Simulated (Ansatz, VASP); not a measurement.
## CoO in VASP and in Ansatz

```
Co O
1.0
     1.59094    0.91853    5.05049
    -1.59094    0.91853    5.05049
     0.00000   -1.83706    5.05049
Co O
2 2
Direct
  0.99945 0.99945 0.99945
  0.49944 0.49944 0.49944
  0.37555 0.37555 0.37555
  0.87556 0.87556 0.87556
```

Measurements of this composition are mostly on another form, of space group No. 225.

Alike in both runs: functional PBE; dispersion D3(BJ); k mesh 12 × 12 × 12; occupations gaussian, width 0.01 eV; collinear spin.

Ansatz relaxed the structure, and its values are those at the end. VASP's run is a single point on that final structure, the one shown.

|  | VASP | Ansatz |
| --- | --- | --- |
| version | VASP 6.6.1 | Ansatz 0.2.0 |
| potentials or method | VASP PAW PBE potentials, release 64 (Co, O) | scalar-relativistic, plane waves, PAW |
| plane-wave cutoff (eV) | 520 | 420 |
| valence electrons in the cell | 30 | 46 |

|  | VASP | Ansatz | Ansatz less VASP |
| --- | --- | --- | --- |
| gap on the k mesh at the Fermi level (eV) | 0.07 | 0.04 | -0.030 |
| least direct gap on the mesh (eV) | 0.42 | 0.37 | -0.050 |
| pressure (GPa) | 0.0 | 0.0 | -0.01 |
| net moment per atom (μB) | 0.00 | 0.00 | 0.000 |
| size of the moment on the site where the two differ most (μB) | 2.19 | 2.01 | -0.177 |

Site moments also hang on the region over which each program counts them. The functional is the same, so the differences come from potentials, cutoffs and numerics. The two sets of potentials don't hold the same shells in valence. Ansatz warned: «anti_translation_declined».

A k mesh can miss the band edges.
